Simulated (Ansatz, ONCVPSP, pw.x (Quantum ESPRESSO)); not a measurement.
# What a changed setting does to a pw.x run (sc P)

Potential: optimised norm-conserving Vanderbilt (ONCV), ONCVPSP 4.0.1, PBE; core [Ne], reference 3s2 3p3; waves: 3s: rc 1.45 bohr, ncon 4, nbas 7, qcut 5.5 1/bohr, 2 projectors, debl 2.3 Ha; 3p: rc 1.65 bohr, ncon 4, nbas 9, qcut 4.3 1/bohr, 2 projectors, debl 2.5 Ha; d scattering state at 0.43 Ha: rc 1.50 bohr, ncon 4, nbas 8, qcut 5.3 1/bohr, 1 projector; local part: polynomial inside 1.40 bohr (lpopt 5, dvloc0 0 Ha); core correction: polynomial model core, fcfact 0.25.

The reference run (k-mesh 13³, cutoffs 50/200 Ry, Fermi–Dirac 0.01 Ry, mixing_beta 0.4, conv_thr 1e-9, no spin) gives 0.41 GPa at 14.621 Å³/atom, where all-electron LAPW gives 0.27 GPa. This run, with its own iteration cap, changes degauss to 0.005.

```
&control
  calculation='scf', prefix='x', pseudo_dir='./', outdir='./tmp', tstress=.true., disk_io='none'
/
&system
  ibrav=0, nat=1, ntyp=1, ecutwfc=50, ecutrho=200, nbnd=9,
  occupations='smearing', smearing='fd', degauss=0.005
/
&electrons
  conv_thr=1e-09, mixing_beta=0.4, electron_maxstep=60
/
ATOMIC_SPECIES
P 1.0 P.UPF
CELL_PARAMETERS angstrom
  2.44526365 0.00000000 0.00000000
  0.00000000 2.44526365 0.00000000
  0.00000000 0.00000000 2.44526365
ATOMIC_POSITIONS crystal
P 0.0000 0.0000 0.0000
K_POINTS automatic
13 13 13 0 0 0
```

```bash
pw.x < P.scf.in > P.scf.out
```

How does the run end?

It converges in 6 iterations; the free energy moves by +6.3 meV/atom and the pressure by -0.14 GPa. In a metal, with Fermi–Dirac smearing, F lies below its zero-width value by a term in the square of the width.

```
Message from routine setup:
     using ibrav=0 with symmetry is DISCOURAGED, use correct ibrav instead
     lattice parameter (alat)  =       4.6209  a.u.
     unit-cell volume          =      98.6674 (a.u.)^3
     number of electrons       =         5.00
     number of Kohn-Sham states=            9
     kinetic-energy cutoff     =      50.0000  Ry
     charge density cutoff     =     200.0000  Ry
     scf convergence threshold =      1.0E-09
     Exchange-correlation= PBE
     number of k points=    84  Fermi-Dirac smearing, width (Ry)=  0.0050
     iteration #  1     ecut=    50.00 Ry     beta= 0.40
     total energy              =     -15.71677702 Ry
     estimated scf accuracy    <       0.00510076 Ry
     iteration #  2     ecut=    50.00 Ry     beta= 0.40
     total energy              =     -15.71690733 Ry
     estimated scf accuracy    <       0.00184708 Ry
     iteration #  3     ecut=    50.00 Ry     beta= 0.40
     total energy              =     -15.71692006 Ry
     estimated scf accuracy    <       0.00000035 Ry
     iteration #  4     ecut=    50.00 Ry     beta= 0.40
     total energy              =     -15.71692065 Ry
     estimated scf accuracy    <       0.00000012 Ry
     iteration #  5     ecut=    50.00 Ry     beta= 0.40
     total energy              =     -15.71692068 Ry
     estimated scf accuracy    <          2.5E-09 Ry
     iteration #  6     ecut=    50.00 Ry     beta= 0.40
     the Fermi energy is    11.0907 ev
!    total energy              =     -15.71692068 Ry
     estimated scf accuracy    <          2.5E-10 Ry
     smearing contrib. (-TS)   =      -0.00030310 Ry
     The total energy is F=E-TS. E is the sum of the following terms:
     one-electron contribution =       5.34349931 Ry
     hartree contribution      =       0.42302061 Ry
     xc contribution           =      -6.13271536 Ry
     ewald contribution        =     -15.35042215 Ry
     convergence has been achieved in   6 iterations
          total   stress  (Ry/bohr**3)                   (kbar)     P=        2.73
     Message from routine punch:
     Nothing written, as per user request (disk_io='none')
```

The run took about 5.6 s on one core of a shared host (Intel(R) Xeon(R) Platinum 8488C, 192 threads, 1488 GiB, load 116).
